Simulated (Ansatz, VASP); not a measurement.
## Si2Mo in VASP and in Ansatz

Contents of INCAR:

```
SYSTEM = Si2Mo
  ALGO = Normal
  DIPOL = 0.5 0.5 0.330
  EDIFF = 1E-7
  ENCUT = 520
  GGA = PE
  IDIPOL = 3
  ISIF = 2
  ISMEAR = 0
  LASPH = .True.
  LCHARG = .False.
  LDIPOL = .True.
  LREAL = .False.
  LWAVE = .False.
  NBANDS = 31
  NELM = 100
  PREC = Accurate
  SIGMA = 0.1
```

The input KPOINTS:

```
k-points
0
Gamma
  8 8 1
  0 0 0
```

Contents of POSCAR:

```
Si2Mo
1.0
    3.2169717406      0.0000000000      0.0000000000
    0.0000000000      3.2169717406      0.0000000000
    0.0000000000      0.0000000000     21.8787970309
Si Mo
4 2
Direct
    0.0000000000      0.0000000000      0.1828254083
    0.0000000000      0.0000000000      0.3015081460
    0.5000000000      0.5000000000      0.3593659940
    0.5000000000      0.5000000000      0.4743769512
    0.5000000000      0.5000000000      0.2421667771
    0.0000000000      0.0000000000      0.4192862009
```

Input for Ansatz:

```yaml
crystal:
  lattice:
    - [3.2169717285, 0.0, 0.0]
    - [0.0, 3.2169717285, 0.0]
    - [0.0, 0.0, 21.8787970046]
  atoms:
    - { symbol: Si, position: [0.0, 0.0, 0.1828254085] }
    - { symbol: Mo, position: [0.5, 0.5, 0.2421667772] }
    - { symbol: Si, position: [0.0, 0.0, 0.301508146] }
    - { symbol: Si, position: [0.5, 0.5, 0.3593659936] }
    - { symbol: Mo, position: [0.0, 0.0, 0.4192862006] }
    - { symbol: Si, position: [0.5, 0.5, 0.4743769505] }
basis:
  ecutwfc: 420
kpoints:
  mp_grid: { grid: [8, 8, 1] }
hamiltonian:
  xc: pbe
  pseudopotentials: { kind: paw, azcp: { folder: soft_1 } }
scf:
  occupations: { method: gaussian, width: 0.1 }
output:
  forces: true
  eigenvalues: true
  write_density: true
  write_potential: true
  elf: true
  volumetric_format: npy
efield:
  axis: 3
  dipole_correction: true
  ramp_width: 0.04
```

Alike in both runs: task single point; functional PBE; k mesh 8 × 8 × 1; occupations gaussian, width 0.1 eV; no spin polarisation.

|  | VASP | Ansatz |
| --- | --- | --- |
| version | VASP 6.6.1 | Ansatz 0.2.0 |
| potentials or method | VASP PAW PBE potentials, release 64 (Si, Mo_sv) | scalar-relativistic, plane waves, PAW |
| plane-wave cutoff (eV) | 520 | 420 |
| valence electrons in the cell | 44 | 44 |

|  | VASP | Ansatz | Ansatz less VASP |
| --- | --- | --- | --- |
| gap on the k mesh at the Fermi level (eV) | none | none | - |
| rms of the force components (eV/Å) | 0.181 | 0.183 | +0.0024 |

A gap of «none» marks a metal or a gap that the smearing closes. Ansatz warned: «xc_potential_rough_in_thin_density».
